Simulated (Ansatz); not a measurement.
## Mg under changes of volume

One of the cells (24.535 Å³/atom); the others are scaled copies at fixed shape and fractional positions:

```
Mg
1.0
     3.05030    0.00000    0.00000
    -1.52515    2.64164    0.00000
     0.00000    0.00000    3.04484
Mg
1
Direct
  0.00000 0.00000 0.00000
```

This isn't the form of Mg at room conditions, which is hcp.

| Item | Value |
| --- | --- |
| Program | Ansatz 0.2.0 |
| Functional | PBE |
| Potentials or basis | Ansatz PAW |
| Cutoff | 420 eV (not typed: the program's choice for these potentials) |
| k mesh | 10 × 10 × 9 |
| Occupations | fermi-dirac, width 0.05 eV |
| Spin | no spin polarisation |

```tsv
volume (Å³/atom)	energy over the lowest point (meV/atom)	pressure (GPa)
23.063	24.57	3.5
23.553	15.22	2.6
24.044	8.30	1.9
24.535	3.59	1.2
25.025	0.88	0.6
25.516	0.00	0.0
26.007	?	?
```

Task: What does the run at 26.007 Å³/atom give?

Result: Energy over the lowest point 0.79 meV/atom; pressure -0.5 GPa.

Worked out: A Birch-Murnaghan fit of order 3 (a polynomial in V^(-2/3)) to the other rows has its minimum at 25.53 Å³/atom, just outside them, with B0 = V·E''(V) = 28 GPa and B' = 4.0 at fixed shape and positions, which overstates the stiffness. It gives 0.77 meV/atom at 26.007 Å³/atom, against the run's 0.79, and -dE/dV = -0.5 GPa, against -0.5.

Energies are extrapolated to zero smearing.
